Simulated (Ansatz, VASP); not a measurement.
**K2S in VASP and in Ansatz**

INCAR

```
  PREC = Accurate
  ENCUT = 520
  EDIFF = 1E-7
  ISMEAR = -1
  SIGMA = 0.05
  LREAL = F
  LASPH = T
  NELM = 60
  ALGO = Normal
  ISIF = 2
  LWAVE = F
  LCHARG = F
  GGA = PE
  NBANDS = 19
```

The input KPOINTS:

```
regular mesh
0
Gamma
  6 6 6
```

Contents of POSCAR:

```
K2S
1.0
    0.0000000000      3.6568395433      3.6568395433
    3.6568395433      0.0000000000      3.6568395433
    3.6568395433      3.6568395433      0.0000000000
K S
2 1
Direct
    0.2500000000      0.2500000000      0.2500000000
    0.7500000000      0.7500000000      0.7500000000
    0.0000000000      0.0000000000      0.0000000000
```

File input.yaml:

```yaml
crystal:
  lattice:
    - [0.0, 3.6568395433, 3.6568395433]
    - [3.6568395433, 0.0, 3.6568395433]
    - [3.6568395433, 3.6568395433, 0.0]
  atoms:
    - { symbol: K, position: [0.25, 0.25, 0.25] }
    - { symbol: K, position: [0.75, 0.75, 0.75] }
    - { symbol: S, position: [0.0, 0.0, 0.0] }
hamiltonian:
  xc: pbe
  pseudopotentials: { kind: paw }
kpoints:
  mp_grid: { grid: [6, 6, 6] }
scf:
  occupations: { method: fermi_dirac, width: 0.05 }
output:
  forces: true
  stress: true
  eigenvalues: true
  write_density: true
  write_potential: true
  elf: true
  volumetric_format: npy
```

Change from the starting cell: volume scaled by 0.96.

Alike in both runs: task single point; functional PBE; k mesh 6 × 6 × 6; occupations fermi-dirac, width 0.05 eV; no spin polarisation.

```csv
,VASP,Ansatz
version,VASP 6.6.1,Ansatz 0.2.0
potentials or method,"VASP PAW PBE potentials, release 64 (K_sv, S)",Ansatz PAW
plane-wave cutoff (eV),520,420
valence electrons in the cell,24,24
```

|  | VASP | Ansatz | Ansatz less VASP |
| --- | --- | --- | --- |
| gap on the k mesh at the Fermi level (eV) | 2.48 | 2.48 | +0.001 |
| least direct gap on the mesh (eV) | 2.71 | 2.71 | +0.003 |
| pressure (GPa) | 1.3 | 1.3 | -0.05 |

A k mesh can miss the band edges.
